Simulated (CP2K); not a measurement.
Ni:

```
CELL_PARAMETERS angstrom
2.45730 0.00000 0.00000
1.22865 2.12808 0.00000
1.22865 0.70936 2.00638
ATOMIC_POSITIONS crystal
Ni 0.00000 0.00000 0.00000
```

Program: CP2K 2026.2. Alike in all runs: spin collinear, ferromagnetic start; cell as given; k mesh 13 × 13 × 13.

Problem. Order these runs on this cell by their pressure, lowest first.
A. level PBE; potentials or basis POTENTIAL_UZH Ni GTH-PBE-q18; TZVP-MOLOPT-PBE-GTH basis; smearing fermi-dirac 0.05 eV; EPS_DEFAULT 1.0E-10; NGRIDS 4; potentials Ni GTH-PBE-q18 of POTENTIAL_UZH
B. level PBEsol; potentials or basis POTENTIAL_UZH Ni GTH-PBE-q18; TZVP-MOLOPT-PBE-GTH basis; smearing fermi-dirac 0.05 eV; EPS_DEFAULT 1.0E-10; NGRIDS 4; potentials Ni GTH-PBE-q18 of POTENTIAL_UZH; points a segment of the path (NPOINTS) 10; bands added on the path 4
C. level LDA; potentials or basis GTH_POTENTIALS Ni GTH-PADE-q18; TZVP-MOLOPT-PBE-GTH basis; smearing fermi-dirac 0.1 eV; EPS_DEFAULT 1.0E-9; NGRIDS 5; potentials Ni GTH-PADE-q18 of GTH_POTENTIALS; points a segment of the path (NPOINTS) 8; bands added on the path 4

Solution. C (-21.8 GPa), B (-3.1 GPa), A (7.7 GPa).

Caveats: the basis of atomic orbitals isn't converged, which shifts pressures, moduli and gaps; so large a pressure means that the cell lies far from this level's equilibrium, or that cutoff or potentials fall short (some runs); the potentials were made for another functional, which shifts forces and pressure (some runs).

Not every run made on this cell is shown here.
